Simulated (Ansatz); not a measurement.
# H started on an O site in rocksalt CaO, 64 atoms, charge +1

All numbers come from Ansatz (PAW, plane waves, no spin–orbit coupling) at the single k point (¼, ¼, ¼) without its symmetry partners. The atoms were relaxed with PBEsol in a fixed cell; other functionals are single points on those atoms unless said otherwise. The valence top and gap of the host come from its small cell on a dense mesh, with the band extrema sought between the mesh points, lined up by the mean potential, PBEsol gap 3.54 eV, HSE06 gap 5.31 eV. The charge correction uses an assumed dielectric constant of 11.9.

Relaxed structure:

```xyz
64
Lattice="9.5352 0.0000 0.0000 0.0000 9.5352 0.0000 0.0000 0.0000 9.5352" Properties=species:S:1:pos:R:3 pbc="T T T"
O     2.3846    9.5331    9.5270
O     2.3854    9.5329    4.7600
O     2.3853    4.7660    9.5270
O     7.1528    9.5331    9.5270
O     7.1527    9.5335    4.7601
O     7.1528    4.7660    9.5272
O     7.1533    4.7656    4.7597
O     0.0062    2.3873    9.5269
O     0.0216    2.4015    4.7598
O     0.0063    7.1447    9.5277
O     0.0220    7.1293    4.7594
O     4.7641    2.3869    9.5270
O     4.7493    2.4014    4.7596
O     4.7643    7.1443    9.5278
O     4.7503    7.1297    4.7598
O     0.0064    9.5336    2.3814
O     0.0070    9.5331    7.1382
O     0.0209    4.7656    2.3957
O     0.0220    4.7658    7.1234
O     4.7636    9.5334    2.3812
O     4.7641    9.5329    7.1387
O     4.7489    4.7652    2.3962
O     4.7496    4.7658    7.1234
O     2.3849    2.4019    2.3952
O     2.3854    2.4018    7.1234
O     2.3853    7.1293    2.3960
O     2.3857    7.1293    7.1239
O     7.1526    2.3870    2.3809
O     7.1527    2.3866    7.1383
O     7.1530    7.1450    2.3811
O     7.1535    7.1451    7.1387
H     2.3860    4.7653    4.7602
Ca    9.5276    9.5329    9.5267
Ca    9.5166    9.5331    4.7596
Ca    9.5171    4.7659    9.5270
Ca    9.4385    4.7653    4.7595
Ca    4.7776    9.5336    9.5272
Ca    4.7889    9.5330    4.7599
Ca    4.7882    4.7659    9.5269
Ca    4.8678    4.7658    4.7595
Ca    2.3851    2.3623    9.5273
Ca    2.3851    2.2831    4.7593
Ca    2.3850    7.1692    9.5272
Ca    2.3853    7.2481    4.7596
Ca    7.1526    2.3735    9.5272
Ca    7.1531    2.3624    4.7591
Ca    7.1526    7.1579    9.5273
Ca    7.1524    7.1686    4.7597
Ca    2.3852    9.5330    2.3566
Ca    2.3850    9.5334    7.1628
Ca    2.3849    4.7658    2.2771
Ca    2.3859    4.7660    7.2417
Ca    7.1531    9.5328    2.3672
Ca    7.1531    9.5332    7.1519
Ca    7.1529    4.7658    2.3563
Ca    7.1528    4.7656    7.1629
Ca    9.5349    2.3796    2.3736
Ca    9.5349    2.3803    7.1450
Ca    9.5348    7.1511    2.3742
Ca    9.5351    7.1509    7.1452
Ca    4.7706    2.3800    2.3743
Ca    4.7710    2.3800    7.1449
Ca    4.7709    7.1514    2.3741
Ca    4.7711    7.1519    7.1456
```

Chemical potentials μ are those of reference phases of the elements at zero temperature by the same functional (the usual solids, diamond for C, grey Sn, and the molecules H2, N2, O2, F2, Cl2, Br2 and S8).

```
functional  E(defect) − E(host) − Σ nμ + q·E_VBM (eV)  monopole (eV)  alignment (eV)  formation energy at E_F = VBM (eV)  moment (μB)                         wall time, shared host
    PBEsol                                       2.34           0.18           -0.14                                2.38  0 (no spin)  44 s on 7 threads of Neoverse-V2 (relaxation)
     HSE06                                       1.33           0.18           -0.13                                1.38  0 (no spin)              5 min on 7 threads of Neoverse-V2
```

(1) How does the monopole term follow by hand for this cubic cell?

HSE06 one-electron levels near the gap (the ten most localised at most), from the host's valence top, not corrected for the charge's images:

```
level (eV)  spin  filling  atoms sharing it  element of the atom with most weight
     -0.15  both     2.00              30.8                                spread
     -0.15  both     2.00              30.8                                spread
```

All elements are taken at their own reference at once; growth conditions in equilibrium with the host shift these energies, by up to the host's formation enthalpy.

One k point and a cell of this size can leave errors of several tenths of an eV in such numbers.

## Answers

(1) q²·α·e²/(4πε₀)/(2εL) with the Madelung constant α = 2.837 and e²/4πε₀ = 14.40 eV·Å: 1 × 2.837 × 14.40 / (2 × 11.9 × 9.535) = 0.18 eV.
